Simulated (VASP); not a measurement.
# InP (F-43m) in VASP: notebook, part 2 of 2

VASP 6.6.1.

### 3 Relaxation of cell and atoms, PBEsol

This run uses another cell than the first one, of 25.17 Å³/atom, 1.018 times its volume.

The input, INCAR:

```
PREC = Accurate ; ENCUT = 600
EDIFF = 1E-6 ; ISMEAR = -1
SIGMA = 0.05 ; LREAL = F
LASPH = T ; NELM = 80
ALGO = Normal ; ISIF = 3
LWAVE = F ; LCHARG = F
GGA = PS ; IBRION = 2
NSW = 80 ; EDIFFG = -0.02
```

The input, KPOINTS:

```
Automatic mesh
0
Gamma
  6 6 6
```

The input, POSCAR:

```
InP
1.0
    0.0000000000      2.9305000000      2.9305000000
    2.9305000000      0.0000000000      2.9305000000
    2.9305000000      2.9305000000      0.0000000000
In P
1 1
Direct
    0.0000000000      0.0000000000      0.0000000000
    0.7500000000      0.7500000000      0.7500000000
```

Potentials or basis: VASP PAW PBE potentials, release 64 (In_d, P).

Command:

```sh
cat potpaw_PBE.64/In_d/POTCAR potpaw_PBE.64/P/POTCAR > POTCAR
mpirun -np 1 vasp_std > vasp.out
```

Wall time 38 s (1 thread of Intel Xeon Platinum 8488C (Sapphire Rapids), shared host); peak memory 0.22 GiB.

The run converged. Its results:

* Free energy: -9.1433 eV
* Relaxed volume: 25.39 Å³/atom
* Relaxed cell: a = 4.157 Å, b = 4.157 Å, c = 4.157 Å, α = 60.00°, β = 60.00°, γ = 60.00°
* Space group after relaxing (to 0.05 Å): F-43m (No. 216)
* Energy gained by relaxing: 0.4 meV/atom
* Ionic steps: 3
* Pressure after relaxing: 0.0 GPa
* Band gap on the k mesh: 0.56 eV, direct

The path:
```tsv
step	energy change (eV)	largest force (eV/Å)	pressure (GPa)	volume (Å³)
1	0.0000	0.0000	0.61	50.33
2	-0.0006	0.0000	-0.31	51.04
3	-0.0009	0.0000	-0.01	50.79
```

Final structure:
```
In P
1.0
     0.00000    2.93933    2.93933
     2.93933    0.00000    2.93933
     2.93933    2.93933    0.00000
In P
1 1
Direct
  0.00000 0.00000 0.00000
  0.75000 0.75000 0.75000
```

Levels at points of the mesh, in eV from the valence-band top:
```tsv
k point	band 7	band 8	band 9	band 10	band 11	band 12
(0.00, 0.00, 0.00)	0.00	0.00	0.00	0.56	4.01	4.01
(0.50, 0.00, 0.00)	-5.76	-0.97	-0.97	1.38	4.73	4.73
(0.50, 0.50, 0.00)	-5.78	-2.32	-2.32	1.64	2.16	9.04
```

Caveat: the PAW data sets were made with another functional, which shifts forces and pressure a little; spin-orbit coupling is left out, which moves the levels of the heavy elements. Zero-point motion and thermal expansion aren't in these numbers.

### 4 Relaxation of cell and atoms, LDA

This run uses another cell than the first one, of 25.17 Å³/atom, 1.018 times its volume.

The input, INCAR:

```
SYSTEM = InP
ALGO = Normal ; EDIFF = 1E-6
EDIFFG = -0.005 ; ENCUT = 600
GGA = CA ; IBRION = 2
ISIF = 3 ; ISMEAR = -1
LASPH = .True. ; LCHARG = .False.
LREAL = .False. ; LWAVE = .False.
NELM = 80 ; NSW = 80
PREC = Accurate ; SIGMA = 0.05
```

The input, KPOINTS:

```
k-points
0
Gamma
  8 8 8
  0 0 0
```

POSCAR is that of step 3.

Potentials or basis: VASP PAW LDA potentials, release 64 (In_d, P).

Command:

```sh
cat potpaw_LDA.64/In_d/POTCAR potpaw_LDA.64/P/POTCAR > POTCAR
mpirun -np 1 vasp_std > vasp.out
```

Wall time 59 s (1 thread of Intel Xeon Platinum 8488C (Sapphire Rapids), shared host); peak memory 0.19 GiB.

It converged, with:

```
Free energy                            : -9.6724 eV
Relaxed volume                         : 24.75 Å³/atom
Relaxed cell                           : a = 4.121 Å, b = 4.121 Å, c = 4.121 Å, α = 60.00°, β = 60.00°, γ = 60.00°
Space group after relaxing (to 0.05 Å) : F-43m (No. 216)
Energy gained by relaxing              : 1.5 meV/atom
Ionic steps                            : 3
Pressure after relaxing                : 0.0 GPa
Band gap on the k mesh                 : 0.60 eV, direct
```

Step by step:
| step | energy change (eV) | largest force (eV/Å) | pressure (GPa) | volume (Å³) |
| --- | --- | --- | --- | --- |
| 1 | 0.0000 | 0.0000 | -1.16 | 50.33 |
| 2 | -0.0020 | 0.0000 | 0.73 | 49.02 |
| 3 | -0.0030 | 0.0000 | 0.01 | 49.50 |

Final structure:
```yaml
crystal:
  lattice:
    - [0.00000, 2.91426, 2.91426]
    - [2.91426, 0.00000, 2.91426]
    - [2.91426, 2.91426, 0.00000]
  atoms:
    - { symbol: In, position: [0.00000, 0.00000, 0.00000] }
    - { symbol: P, position: [0.75000, 0.75000, 0.75000] }
```

Levels at points of the mesh, in eV from the valence-band top:
| k point | band 7 | band 8 | band 9 | band 10 | band 11 | band 12 |
| --- | --- | --- | --- | --- | --- | --- |
| (0.00, 0.00, 0.00) | 0.00 | 0.00 | 0.00 | 0.60 | 3.96 | 3.96 |
| (0.50, 0.00, 0.00) | -5.92 | -1.02 | -1.02 | 1.37 | 4.70 | 4.70 |
| (0.50, 0.50, 0.00) | -5.93 | -2.42 | -2.42 | 1.57 | 2.12 | 9.10 |

Caveat: spin-orbit coupling is left out, which moves the levels of the heavy elements.

### 5 Relaxation of cell and atoms, LDA, target pressure 2 GPa, at which the enthalpy is minimised

This run uses another cell than the first one, of 25.17 Å³/atom, 1.018 times its volume.

The input, INCAR:

```
ALGO = Normal
EDIFF = 1E-6
EDIFFG = -0.005
ENCUT = 600
IBRION = 2
ISIF = 3
ISMEAR = -1
LASPH = T
LCHARG = F
LREAL = F
LWAVE = F
NELM = 80
NSW = 80
PREC = Accurate
PSTRESS = 20.0
SIGMA = 0.05
```

The input, KPOINTS:

```
k-points
0
Gamma
  8 8 8
```

POSCAR is that of step 4.

Command:

```sh
cat potpaw_LDA.64/In_d/POTCAR potpaw_LDA.64/P/POTCAR > POTCAR
mpirun -np 1 vasp_std > vasp.out
```

Wall time 52 s (1 thread of Intel Xeon Platinum 8488C (Sapphire Rapids), shared host); peak memory 0.19 GiB.

It converged, with:

```
Free energy                                            : -9.6646 eV
Relaxed volume                                         : 24.11 Å³/atom
Relaxed cell                                           : a = 4.085 Å, b = 4.085 Å, c = 4.085 Å, α = 60.00°, β = 60.00°, γ = 60.00°
Space group after relaxing (to 0.05 Å)                 : F-43m (No. 216)
Energy change on relaxing (the enthalpy is what falls) : +2.4 meV/atom
Ionic steps                                            : 3
Pressure after relaxing                                : 2.0 GPa
Band gap on the k mesh                                 : 0.74 eV, direct
```

Step by step:
| step | energy change (eV) | largest force (eV/Å) | pressure (GPa) | volume (Å³) |
| --- | --- | --- | --- | --- |
| 1 | 0.0000 | 0.0000 | -1.16 | 50.33 |
| 2 | 0.0333 | 0.0000 | 4.57 | 46.80 |
| 3 | 0.0047 | 0.0000 | 1.97 | 48.22 |

Final structure:
```cif
data_structure
_symmetry_space_group_name_H-M 'P 1'
_symmetry_Int_Tables_number 1
_cell_length_a 4.0854
_cell_length_b 4.0854
_cell_length_c 4.0854
_cell_angle_alpha 60.000
_cell_angle_beta 60.000
_cell_angle_gamma 60.000
_cell_volume 48.22
loop_
_atom_site_label
_atom_site_type_symbol
_atom_site_fract_x
_atom_site_fract_y
_atom_site_fract_z
_atom_site_occupancy
In1 In 0.00000 0.00000 0.00000 1
P1 P 0.75000 0.75000 0.75000 1
```

Levels at points of the mesh, in eV from the valence-band top:
```csv
k point,band 6,band 7,band 8,band 9,band 10,band 11,band 12,band 13
"(0.00, 0.00, 0.00)",-11.85,0.00,0.00,0.00,0.74,3.96,3.96,3.96
"(0.50, 0.00, 0.00)",-9.95,-6.07,-1.06,-1.06,1.43,4.71,4.71,6.97
"(0.50, 0.50, 0.00)",-9.23,-6.05,-2.51,-2.51,1.52,2.12,9.27,9.72
```

Caveat: the cell is relaxed towards a set pressure, so the enthalpy falls and the energy may rise; spin-orbit coupling is left out, which moves the levels of the heavy elements. As with any semilocal functional, this LDA gap is likely too small.

### 6 Relaxation of cell and atoms, LDA, target pressure 5 GPa, at which the enthalpy is minimised

This run uses another cell than the first one, of 25.17 Å³/atom, 1.018 times its volume.

The input, INCAR:

```
PREC = Accurate
ENCUT = 600
EDIFF = 1E-6
ISMEAR = -1
SIGMA = 0.05
LREAL = False
LASPH = True
NELM = 80
ALGO = Normal
ISIF = 3
LWAVE = False
LCHARG = False
GGA = CA
IBRION = 2
NSW = 80
EDIFFG = -0.005
PSTRESS = 50.0
```

The input, KPOINTS:

```
Automatic mesh
0
Gamma
  8 8 8
```

POSCAR is that of step 5.

Potentials or basis: VASP PAW LDA potentials, release 64 (In_d, P).

Command:

```sh
cat potpaw_LDA.64/In_d/POTCAR potpaw_LDA.64/P/POTCAR > POTCAR
mpirun -np 1 vasp_std > vasp.out
```

Wall time 66 s (1 thread of Intel Xeon Platinum 8488C (Sapphire Rapids), shared host); peak memory 0.19 GiB.

The run converged. Its results:

```
Free energy                                            : -9.6291 eV
Relaxed volume                                         : 23.28 Å³/atom
Relaxed cell                                           : a = 4.038 Å, b = 4.038 Å, c = 4.038 Å, α = 60.00°, β = 60.00°, γ = 60.00°
Space group after relaxing (to 0.05 Å)                 : F-43m (No. 216)
Energy change on relaxing (the enthalpy is what falls) : +20.1 meV/atom
Ionic steps                                            : 6
Pressure after relaxing                                : 5.0 GPa
Band gap on the k mesh                                 : 0.93 eV, direct
```

The path:
```tsv
step	energy change (eV)	largest force (eV/Å)	pressure (GPa)	volume (Å³)
1	0.0000	0.0000	-1.16	50.33
2	0.1943	0.0000	12.07	43.61
3	0.0391	0.0000	4.91	46.61
4	0.0413	0.0000	5.10	46.53
5	0.0385	0.0000	4.90	46.62
6	0.0402	0.0000	5.03	46.57
```

Final structure:
```
In P
1.0
     0.00000    2.85553    2.85553
     2.85553    0.00000    2.85553
     2.85553    2.85553    0.00000
In P
1 1
Cartesian
  0.0000 0.0000 0.0000
  4.2833 4.2833 4.2833
```

Levels at points of the mesh, in eV from the valence-band top:
```csv
k point,band 6,band 7,band 8,band 9,band 10,band 11,band 12,band 13
"(0.00, 0.00, 0.00)",-12.11,0.00,0.00,0.00,0.93,3.95,3.95,3.95
"(0.50, 0.00, 0.00)",-10.08,-6.27,-1.11,-1.11,1.51,4.70,4.70,7.02
"(0.50, 0.50, 0.00)",-9.32,-6.22,-2.64,-2.64,1.46,2.10,9.49,9.95
```

Caveat: the cell is relaxed towards a set pressure, so the enthalpy falls and the energy may rise; spin-orbit coupling is left out, which moves the levels of the heavy elements.

### 7 Summary

```csv
task,level,potentials or basis,cell,k mesh,cutoff (eV),gap on the mesh (eV),pressure (GPa),relaxed volume (Å³/atom)
single point,LDA,"VASP PAW LDA potentials, release 64 (In_d, P)","a = 4.120 Å, angles 60.0°, 2 atoms",8 × 8 × 8,520,0.61,0.0,-
relaxation of cell and atoms,PBEsol,"VASP PAW PBE potentials, release 64 (In_d, P)","relaxed from a = 4.144 Å, angles 60.0°, 2 atoms",6 × 6 × 6,600,0.56,0.0,25.39
relaxation of cell and atoms,LDA,"VASP PAW LDA potentials, release 64 (In_d, P)","relaxed from a = 4.144 Å, angles 60.0°, 2 atoms",8 × 8 × 8,600,0.60,0.0,24.75
relaxation of cell and atoms,LDA,"VASP PAW LDA potentials, release 64 (In_d, P)","relaxed to 2 GPa from a = 4.144 Å, angles 60.0°, 2 atoms",8 × 8 × 8,600,0.74,2.0,-
relaxation of cell and atoms,LDA,"VASP PAW LDA potentials, release 64 (In_d, P)","relaxed to 5 GPa from a = 4.144 Å, angles 60.0°, 2 atoms",8 × 8 × 8,600,0.93,5.0,-
```

Alike in all rows: no spin polarisation; smearing fermi-dirac 0.05 eV.

Caveats: spin-orbit coupling is left out, which moves the levels of the heavy elements; the cell is relaxed towards a set pressure, so the enthalpy falls and the energy may rise (some runs); the PAW data sets were made with another functional, which shifts forces and pressure a little (some runs).

Total energies depend on the potentials used, so only differences within one code and one set of settings carry meaning.

### 8 How close it comes

Step 2. Measured gap of InP: 1.4236 eV (direct; 1.6 K; a printed reference work, data compilation). This calculation gives 0.61 eV (-0.82 eV). Spin-orbit coupling on In is left out. The value is that of LDA, without temperature or zero-point motion. Semilocal functionals fall short of measured gaps as a rule.
